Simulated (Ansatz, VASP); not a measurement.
# Two plane-wave programs on AlN

```
Al N
1.0
     0.00000    1.97849    2.05217
     1.97849    0.00000    2.05217
     1.97849    1.97849    0.00000
Al N
1 1
Cartesian
  0.0000 0.0000 0.0000
  1.9785 1.9785 2.0522
```

Change from the starting cell: epitaxial_xy strain -2.0%.

Alike in both runs: task single point; functional PBE; k mesh 10 × 10 × 10; occupations fermi-dirac, width 0.02 eV; no spin polarisation.

```csv
,VASP,Ansatz
version,VASP 6.6.1,Ansatz 0.2.0
potentials or method,"VASP PAW PBE potentials, release 64 (Al, N)","plane waves, PAW"
plane-wave cutoff (eV),520,420
valence electrons in the cell,8,8
```

Ansatz gave:

```
gap on the k mesh at the Fermi level (eV)       : 4.64
pressure (GPa)                                  : 14.1
largest component of the traceless stress (GPa) : 7.93
```

Q: Estimate VASP's values.

A: gap on the k mesh at the Fermi level (eV): 4.62; pressure (GPa): 13.8; largest component of the traceless stress (GPa): 7.91.

With one functional, cell and mesh, what is left measures potentials, basis and numerics.

A k mesh can miss the band edges.
